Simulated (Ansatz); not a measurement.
# AgCl (Pm-3m) in Ansatz: further runs

One crystal, AgCl, is run at these levels: PBE, LDA, revPBE; tasks: single point, relaxation of cell and atoms.

Everything below comes from runs of Ansatz 0.2.0. Logs are shortened: lines on timing, memory, paths and dates and some standing lists are left out, and cuts for length are marked.

**1. The crystal as given**

Symmetry: Pm-3m, No. 221, cubic system. The conventional cell has a = 3.434 Å, b = 3.434 Å, c = 3.434 Å, α = 90.00°, β = 90.00°, γ = 90.00°. Ag (site symmetry m-3m) has 8 Cl at 2.97 Å as nearest neighbours. Cl (site symmetry m-3m) is surrounded by 8 Ag at 2.97 Å.

Measurements of this composition are mostly on another form, of space group No. 225.

**2. Single point, PBE**

The input, input.yaml:

```yaml
crystal:
  lattice:
    - [3.433973, 0.0, 0.0]
    - [0.0, 3.433973, 0.0]
    - [0.0, 0.0, 3.433973]
  atoms:
    - { symbol: Ag, position: [0.0, 0.0, 0.0] }
    - { symbol: Cl, position: [0.5, 0.5, 0.5] }
hamiltonian:
  xc: pbe
  pseudopotentials: { kind: paw }
kpoints:
  mp_grid: { grid: [8, 8, 8] }
scf:
  occupations: { method: gaussian, width: 0.1 }
output:
  forces: true
  stress: true
  eigenvalues: true
```

Potentials or basis: Ansatz PAW.

Launch:

```bash
ansatz run input.yaml --threads 2 --pin off --max-ram 5632MiB --backend cpu --events-out ev --progress --plain --runs-dir out
```

The log of the run:

```text
Warning: RAYON_NUM_THREADS=2 ignored (pool sized by the plan → 2); use --threads N
Engine: ansatz 0.2.0, aarch64-unknown-linux-gnu
Pseudopotentials: kind: paw
Pseudopotential: Ag, paw, valence charge 19, recommended cutoff 420 eV (normal), Ag.paw.azcp
Pseudopotential: Cl, paw, valence charge 7, recommended cutoff 420 eV (normal), Cl.paw.azcp
Functional definition: PBE
  parameter kappa = 0.804
  parameter beta = 0.06672455060314922
  exchange = pbe_x(kappa = kappa, mu = beta*pi^2/3)
  correlation = pbe_c(beta = beta)
Crystal: 2 atoms, lattice volume = 40.494 Å³
Basis set: ecut = 420 eV, 751 PW (Γ), exchange–correlation on 48×48×48 points (8 copies of the dense FFT grid, shifted against one another)
Bands: 17, of which v1, the nominal top of the filled ones, is band 13 counted from 1 (12 counted from 0)
Symmetry: 48 space group operations
Space group: Pm-3m (ITA 221), of the structure as read, at distance tolerance 3.4e-5 Å
k-points: 35 of 512
Non-local potential: Ag, projectors of the file, l = 0: 3, l = 1: 2, l = 2: 2, l = 3: 1
Non-local potential: Cl, projectors of the file, l = 0: 2, l = 1: 2, l = 2: 2
PAW form: soft (Blöchl's): semilocal exchange-correlation on the pseudo side does not see the compensation charge
PAW one-centre angular grid: Ag, 590 points (default); XC on 64 Gauss nodes
PAW one-centre angular grid: Cl, 110 points (default); XC on 64 Gauss nodes
Initial density: superposition of atomic densities (neutral atoms: chi_scale 0, normalization atom), corrected by the library's trained network
Initial wavefunctions: pseudopotential atomic-orbital guess
Functional: x = pbe(κ = 0.804, μ = 0.2195149727645171), c = pbe(β = 0.06672455060314922)
SCF iter   1: F=—  HF=-8670.619711 eV  |F-HF|=—  |Δ(HF+E_count)|=         —  Δρ=1.62e-3  dr2=6.21e-4  ethr=1.77e-3  ⟨swp⟩=5.5  Hψ=2739  notcnv=0
preconditioner: auto → none  [insulator: Δε(μ)=0.577 eV  Ē_g=11.074 eV  σ=0.100 eV  W_gap=1.00  n_scr=6 (ndim 8)  ℏωp=24.8 eV  f_vac=0.000  D(μ)=0.00/eV (n_scr^D=0)  ε∞_Penn≈6.0]
SCF iter   2: F=—  HF=-8670.620043 eV  |F-HF|=—  |Δ(HF+E_count)|=   3.32e-4  Δρ=9.63e-4  dr2=1.81e-4  ethr=2.39e-6  ⟨swp⟩=2.2  Hψ=1331  notcnv=0
SCF iter   3: F=—  HF=-8670.620004 eV  |F-HF|=—  |Δ(HF+E_count)|=   3.95e-5  Δρ=4.50e-4  dr2=1.70e-5  ethr=6.97e-7  ⟨swp⟩=2.4  Hψ=920  notcnv=0
SCF iter   4: F=—  HF=-8670.620031 eV  |F-HF|=—  |Δ(HF+E_count)|=   2.77e-5  Δρ=7.11e-5  dr2=7.10e-7  ethr=6.55e-8  ⟨swp⟩=2.6  Hψ=928  notcnv=0
iter 5 did not close the SCF: its close was put off for the readings that it lacked (scf_convergence_deferred on its scf_iter line)
SCF iter   5: F=-8670.620031 eV  HF=-8670.620031 eV  |F-HF|=2.18e-8  |Δ(HF+E_count)|=   1.01e-7  Δρ=1.43e-5  dr2=3.74e-8  ethr=2.73e-9  ⟨swp⟩=2.7  Hψ=928  notcnv=0
SCF iter   6: F=-8670.620031 eV  HF=-8670.620031 eV  |F-HF|=8.71e-10  |Δ(HF+E_count)|=   3.70e-8  Δρ=2.75e-6  dr2=3.39e-9  ethr=1.44e-10  ⟨swp⟩=2.0  Hψ=1931  notcnv=0
SCF 1 converged in 6 iterations: F = -8670.620031 eV  dr2 = 3.39e-9
SCF converged after 6 iterations
Free energy (F): -8670.620031 eV
Harris-Foulkes:  -8670.620031 eV  (|F-HF|=8.71e-10)
Internal energy: -8670.620031 eV  (E = F + TS)
E sigma→0 (E₀):  -8670.620031 eV
Entropy (-TS):   -0.000000 eV (-0.000 meV/atom)
Fermi energy:    8.706292 eV
--- Per-component energies (eV) ---
  E_band       = -341.909904
  E_kinetic    = 688.408387
  E_local      = -3086.545619  (includes V_loc(G=0)·N_el)
  E_nonlocal   = 112.775036
  E_hartree    = 1355.391232
  E_xc         = -289.689138
  E_vxc        = -353.765942  (∫ρ·V_xc dr)
  E_paw        = -4564.704122  (= ΣΔE_a)
  E_vpaw       = -413.566727  (= ΣTr[D̂ρ^β])
  E_aug_tail   = 0.000407  (compensation charges beyond the density's cutoff)
  E_ewald      = -2886.256214
  E_smearing   = -0.000000  (= −TS)
  E_closure    = 0.000000  (closes the sum)
  Σ components = -8670.620031   (vs F -8670.620031, Δ=0.00e0)
--- Forces (eV/Å), atoms counted from 1 ---
  atom   1  Ag    -0.00000000    -0.00000000     0.00000000
  atom   2  Cl     0.00000000     0.00000000     0.00000000
  max |Σ_I F_I| component: 3.29e-31 eV/Å
--- Stress (GPa, compression-positive) ---
       -0.123582       0.000000      -0.000000
        0.000000      -0.123582       0.000000
        0.000000       0.000000      -0.123582
  P = ⅓ Tr σ = -0.1236 GPa (-1.236 kbar)
--- Band table (eV; the first three rows and the last of 35) ---
  k-point 0: bands = ["-81.1640", "-44.6912", "-44.6912", "-44.6912", "-6.1653", "5.6894", "5.6894", "6.6261", "6.6261", "6.6261", "6.9038", "6.9038", "6.9038", "8.9783", "17.7339", "17.7339", "22.0744"]
  k-point 1: bands = ["-81.1640", "-44.6926", "-44.6911", "-44.6911", "-6.1029", "5.4760", "5.7101", "6.2595", "6.2595", "6.4751", "6.6333", "7.3253", "7.3253", "9.7124", "17.7310", "17.7612", "21.1176"]
  k-point 2: bands = ["-81.1638", "-44.6961", "-44.6909", "-44.6909", "-5.9449", "4.5526", "5.7607", "5.8839", "5.8839", "6.5415", "6.6510", "7.8439", "7.8439", "10.8959", "16.9983", "17.7228", "19.7221"]
  k-point 34: bands = ["-81.1630", "-44.6993", "-44.6993", "-44.6993", "-5.0372", "4.1081", "4.1081", "4.1081", "6.9404", "6.9404", "8.2308", "8.2308", "8.2308", "13.1880", "13.1880", "13.1880", "15.1646"]
```

Wall time 0.75 s (2 threads of Arm Neoverse V1, shared host); peak memory 0.29 GiB.

What came out:

| Item | Value |
| --- | --- |
| Free energy | -8670.6200 eV |
| Pressure | -0.1 GPa |
| Band gap on the k mesh | 0.57 eV, indirect (least direct gap 2.07 eV) |

**3. Single point, LDA**

Edit input.yaml of step 2 so:

```diff
@@ -9,3 +9,3 @@
 hamiltonian:
-  xc: pbe
+  xc: lda
   pseudopotentials: { kind: paw }
@@ -14,3 +14,3 @@
 scf:
-  occupations: { method: gaussian, width: 0.1 }
+  occupations: { method: gaussian, width: 0.02 }
 output:
```

Potentials or basis: Ansatz PAW.

Launch:

```bash
ansatz run input.yaml --threads 2 --pin off --max-ram 5632MiB --backend cpu --events-out ev --progress --plain --runs-dir out
```

It took 0.91 s on 2 threads of Arm Neoverse V1, shared host; peak memory 0.29 GiB.

The run converged. Its results:

- Free energy: -8502.5294 eV
- Pressure: -7.6 GPa
- Band gap on the k mesh: 0.28 eV, indirect (least direct gap 1.79 eV)

Levels at points of the mesh, in eV from the valence-band top:
```csv
k point,band 11,band 12,band 13,band 14,band 15,band 16
"(0.00, 0.00, 0.00)",-1.52,-1.52,-1.52,0.28,9.17,9.17
"(0.00, 0.00, -0.50)",-1.47,0.00,0.00,4.62,5.28,9.12
"(0.00, -0.50, -0.50)",-2.14,-1.54,-0.87,2.52,8.67,8.67
"(-0.50, -0.50, -0.50)",-0.19,-0.19,-0.19,4.51,4.51,4.51
```

Caveat: the PAW data sets come from PBE, with cores solved anew for the run's functional, which leaves a small shift of forces and pressure.

**4. Relaxation of cell and atoms, revPBE**

Edit input.yaml of step 3 so:

```diff
@@ -9,3 +9,3 @@
 hamiltonian:
-  xc: lda
+  xc: revpbe
   pseudopotentials: { kind: paw }
@@ -14,3 +14,3 @@
 scf:
-  occupations: { method: gaussian, width: 0.02 }
+  occupations: { method: tetrahedron }
 output:
@@ -18,2 +18,5 @@
   stress: true
-  eigenvalues: true
+relax:
+  f_tol: 0.01
+  max_steps: 40
+  cell: { stress_tol: 0.05 }
```

Launch:

```bash
ansatz run input.yaml --threads 2 --pin off --max-ram 5632MiB --backend cpu --events-out ev --progress --plain --runs-dir out
```

Wall time 3 s (2 threads of Arm Neoverse V1, shared host); peak memory 0.3 GiB.

The run converged. Its results:

```
Free energy                            : -8679.0125 eV
Relaxed volume                         : 21.35 Å³/atom
Relaxed cell                           : a = 3.495 Å, b = 3.495 Å, c = 3.495 Å, α = 90.00°, β = 90.00°, γ = 90.00°
Space group after relaxing (to 0.05 Å) : Pm-3m (No. 221)
Energy gained by relaxing              : 7.4 meV/atom
Ionic steps                            : 4
Pressure after relaxing                : 0.0 GPa
Band gap on the k mesh                 : 0.69 eV, indirect (least direct gap 2.02 eV)
```

The path:
```
step  energy change (eV)  largest force (eV/Å)  volume (Å³)
   1              0.0000                0.0000        40.49
   2             -0.0144                0.0000        42.54
   3             -0.0145                0.0000        42.70
   4             -0.0149                0.0000        42.70
```

Final structure:
```
CELL_PARAMETERS angstrom
3.49528 0.00000 0.00000
0.00000 3.49528 0.00000
0.00000 0.00000 3.49528
ATOMIC_POSITIONS crystal
Ag 0.00000 0.00000 0.00000
Cl 0.50000 0.50000 0.50000
```

Levels at points of the mesh, in eV from the valence-band top:
```csv
k point,band 9,band 10,band 11,band 12,band 13,band 14,band 15,band 16,band 17
"(0.00, 0.00, 0.00)",-1.67,-1.67,-1.33,-1.33,-1.33,0.69,9.46,9.46,13.40
"(0.00, 0.00, -0.50)",-2.37,-1.62,-1.34,0.00,0.00,5.02,5.35,9.56,10.02
"(0.00, -0.50, -0.50)",-1.96,-1.91,-1.91,-1.41,-0.76,2.93,8.84,8.84,10.54
"(-0.50, -0.50, -0.50)",-1.40,-1.40,-0.18,-0.18,-0.18,5.06,5.06,5.06,6.62
```

Caveat: the plane-wave basis is chosen anew once the cell has moved, so the energies of steps on either side of that aren't comparable; the PAW data sets come from PBE, with cores solved anew for the run's functional, which leaves a small shift of forces and pressure; with tetrahedron occupations forces and stress needn't match the slope of the energy.

**5. The runs side by side**

| task | level | cell | smearing | gap on the mesh (eV) | pressure (GPa) |
| --- | --- | --- | --- | --- | --- |
| single point | PBE | as given | gaussian 0.1 eV | 0.57 | -0.1 |
| single point | LDA | as given | gaussian 0.02 eV | 0.28 | -7.6 |
| relaxation of cell and atoms | revPBE | relaxed | tetrahedron | 0.69 | 0.0 |

Alike in all rows: potentials or basis Ansatz PAW; no spin polarisation; k mesh 8 × 8 × 8; cutoff (eV) 420.

Caveats: the PAW data sets come from PBE, with cores solved anew for the run's functional, which leaves a small shift of forces and pressure (some runs); the plane-wave basis is chosen anew once the cell has moved, so the energies of steps on either side of that aren't comparable (some runs); with tetrahedron occupations forces and stress needn't match the slope of the energy (some runs).

Total energies depend on the potentials used, so only differences within one code and one set of settings carry meaning.
